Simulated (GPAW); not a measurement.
# HfB2: single point with AM05+U

The system is HfB2.

```
CELL_PARAMETERS angstrom
3.14000 0.00000 0.00000
-1.57000 2.71932 0.00000
0.00000 0.00000 3.48000
ATOMIC_POSITIONS crystal
Hf 0.00000 0.00000 0.00000
B 0.66667 0.33333 0.50000
B 0.33333 0.66667 0.50000
```

| Item | Value |
| --- | --- |
| Program | GPAW 26.7.0 |
| Task | single point |
| Functional | AM05 |
| Potentials or basis | PAW data sets generated in the run's folder for this functional |
| Cutoff | 600 eV |
| Basis | pw |
| k mesh | 8 × 8 × 6 |
| Occupations | fermi-dirac, width 0.05 eV |
| Spin | no spin polarisation |
| Hubbard terms | Hf d U = 5.3 eV |
| Maxiter | 120 |
| Convergence | default |

The pressure is 12.1 GPa and the band gap on the k mesh is none (metal or under the smearing width).

Stress tensor (GPa, compression positive):
```
10.84  0.00  0.00
 0.00 10.84  0.00
 0.00  0.00 14.61
```

Levels at points of the mesh, in eV from the Fermi level:
```
           k point  band 5  band 6  band 7  band 8  band 9  band 10  band 11  band 12  band 13  band 14
(0.00, 0.00, 0.00)  -14.44   -3.52   -3.18   -3.18   -3.14     4.30     4.30     4.41     4.68     4.68
(0.00, 0.00, 0.50)  -11.98   -9.26   -1.69   -1.69    0.39     0.39     1.20     1.20     2.70     4.42
(0.50, 0.50, 0.00)  -10.37   -9.67   -4.29   -4.02   -2.93     1.45     3.22     5.25     5.57     6.18
(0.50, 0.50, 0.50)  -10.67   -8.15   -5.27   -5.13   -3.58     3.31     4.55     6.84     7.69     7.86
```

It took 21 s on 1 thread of Arm Neoverse V1, on a shared host, peak memory 0.15 GiB.

Caveat: the cutoff is short for stress and forces, so pressures can be off by a GPa or more; U without spin polarisation on a metal has little footing; the U is typed as a test and isn't derived for this compound. Spin-orbit coupling is left out, which matters for the levels of Hf.
